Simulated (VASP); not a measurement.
Here is a VASP 6.6.1 calculation.

The input INCAR:

```
ALGO = Normal
EDIFF = 1E-6
EDIFFG = -0.01
ENCUT = 600
GGA = PE
IBRION = 2
ISIF = 3
ISMEAR = -1
IVDW = 2
LASPH = True
LCHARG = False
LREAL = False
LWAVE = False
NELM = 80
NSW = 60
PREC = Accurate
SIGMA = 0.05
```

Contents of KPOINTS:

```
k-points
0
Gamma
  10 10 5
```

POSCAR

```
GaN
1.0
    3.1800000000      0.0000000000      0.0000000000
   -1.5900000000      2.7539607840      0.0000000000
    0.0000000000      0.0000000000      5.1660000000
Ga N
2 2
Direct
    0.6666666667      0.3333333333      0.5000000000
    0.3333333333      0.6666666667      0.0000000000
    0.6666666667      0.3333333333      0.8750000000
    0.3333333333      0.6666666667      0.3750000000
```

Potentials or basis: VASP PAW PBE potentials, release 64 (Ga_d, N).

Launch:

```console
$ cat potpaw_PBE.64/Ga_d/POTCAR potpaw_PBE.64/N/POTCAR > POTCAR
$ mpirun -np 1 vasp_std > vasp.out
```

(1) Estimate the relaxed cell.

(2) Estimate the band gap on the k mesh.

(3) Estimate the relaxed volume.

(4) Predict the space group after relaxing (to 0.05 Å).

Answers

(1) a = 3.196 Å, b = 3.196 Å, c = 5.198 Å, α = 90.00°, β = 90.00°, γ = 120.00°.

(2) 1.87 eV, direct.

(3) 11.50 Å³/atom.

(4) P6_3mc (No. 186).
